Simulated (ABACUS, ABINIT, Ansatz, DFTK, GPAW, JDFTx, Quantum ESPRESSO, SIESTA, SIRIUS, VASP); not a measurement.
## One calculation of Pb, 10 ways

```
Pb
1.0
     0.00000    2.47502    2.47502
     2.47502    0.00000    2.47502
     2.47502    2.47502    0.00000
Pb
1
Direct
  0.00000 0.00000 0.00000
```

Alike in all runs: task single point; functional PBEsol; k mesh 9 × 9 × 9; occupations fermi-dirac, width 0.05 eV; no spin polarisation; no spin-orbit coupling. Pressure is positive in compression and, in plane waves, holds the error of the finite cutoff.

```csv
program and potentials,plane-wave cutoff (eV),notes,pressure (GPa)
"JDFTx, PseudoDojo-SR-PBEsol-0.4.1-standard with smoothed tails",762,-,-0.59
"DFTK, PseudoDojo SR PBEsol 0.4.1 standard (PBEsol)",925,-,-0.59
"ABACUS, PseudoDojo NC SR 0.4.1 PBEsol standard, plane waves",857,-,-0.58
"ABINIT, PseudoDojo NC SR PBEsol v0.4.1 standard",762,-,-0.59
"SIRIUS, PseudoDojo 0.4.1 PBEsol standard (scalar relativistic)",765,-,-0.59
"SIESTA, files PseudoDojo sr-pbesol-0.4.1-standard, DZP (energy shift 0.003 Ry; two zetas on semicore shells)",-,atomic basis,0.05
"VASP, PBE PAW files Pb_d, 520 eV",520,potentials made for PBE,-0.70
"GPAW, PAW data sets generated for this functional",600,-,-0.86
"Quantum ESPRESSO, GBRV 1.5 PBEsol",612,-,-0.82
"Ansatz, all-electron LAPW, scalar-relativistic",-,-,?
```

**Question.** Estimate from the other rows what the run with Ansatz, all-electron LAPW, scalar-relativistic gave.

**Answer.** Pressure -0.60 GPa. The other rows, which needn't bracket it: pressure -0.86 to 0.05.
